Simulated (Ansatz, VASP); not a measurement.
**One calculation of C, two programs**

```
C
1.0
     5.81225    0.00000    0.00000
    -2.90612    5.03355    0.00000
     0.00000    0.00000    1.28650
C
3
Direct
  0.00000 0.00000 0.00000
  0.33333 0.66667 0.50000
  0.66667 0.33333 0.50000
```

Alike in both runs: functional PBE; k mesh 3 × 3 × 12; occupations gaussian, width 0.1 eV; no spin polarisation.

Ansatz relaxed the structure, and its values are those at the end. VASP's run is a single point on that final structure, the one shown.

|  | VASP | Ansatz |
| --- | --- | --- |
| version | VASP 6.6.1 | Ansatz 0.2.0 |
| potentials or method | VASP PAW PBE potentials, release 64 (C) | scalar-relativistic, plane waves, PAW |
| plane-wave cutoff (eV) | 520 | 420 |
| valence electrons in the cell | 12 | 12 |

```csv
,VASP,Ansatz,Ansatz less VASP
gap on the k mesh at the Fermi level (eV),none,none,-
pressure (GPa),-0.2,0.0,+0.17
```

A gap of «none» marks a metal or a gap that the smearing closes. The functional is the same, so the differences come from potentials, cutoffs and numerics.

Caveats: the k mesh is coarse (spacing up to 0.42 Å⁻¹), so the values aren't converged.
